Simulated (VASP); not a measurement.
Write the native input for VASP 6.6.1 that does the following.

```
Task                   : single point
Functional             : PBE
Potentials or basis    : VASP PAW PBE potentials, release 64 (Si, N)
Cutoff                 : 520 eV
k mesh                 : 8 × 8 × 8
Occupations            : gaussian, width 0.1 eV
Spin                   : no spin polarisation
Dipole correction      : no
Further INCAR settings : ALGO = Normal; EDIFF = 1e-06; NBANDS = 14
```

The structure of Si2N lies in POSCAR:

```
Si2N
1.0
   -1.3907990541      1.3907990541      4.2402685881
    1.3907990541     -1.3907990541      4.2402685881
    1.3907990541      1.3907990541     -4.2402685881
Si N
2 1
Direct
    0.6419822360      0.6419822360      0.0000000000
    0.3580177640      0.3580177640      0.0000000000
    0.0000000000      0.0000000000      0.0000000000
```

The cell was built by a generator and needn't be a form met in nature.

The cell isn't the ideal one: species swapped into the Ti2Rh type (I4/mmm, No. 139).

These files were run (other wordings do the same):

INCAR

```
ALGO = Normal
EDIFF = 1E-6
ENCUT = 520
GGA = PE
ISIF = 2
ISMEAR = 0
LASPH = T
LCHARG = F
LREAL = F
LWAVE = F
NBANDS = 14
NELM = 100
PREC = Accurate
SIGMA = 0.1
```

KPOINTS

```
k-points
0
Gamma
  8 8 8
```

Potentials or basis: VASP PAW PBE potentials, release 64 (Si, N).

Run with:

```sh
$ cat potpaw_PBE.64/Si/POTCAR potpaw_PBE.64/N/POTCAR > POTCAR
$ mpirun -np 1 vasp_std > vasp.out
```

Results of the run:

```json
{
  "Pressure": "-0.4 GPa",
  "Largest force": "0.005 eV/Å",
  "Band gap on the k mesh": "none (metal or under the smearing width)"
}
```

Caveat: the k mesh is coarse (spacing up to 0.40 Å⁻¹), so the values aren't converged.

It took 39 s on 1 thread of Intel(R) Xeon(R) Platinum 8375C CPU @ 2.90GHz (Ice Lake), on a shared host, peak memory 0.2 GiB.
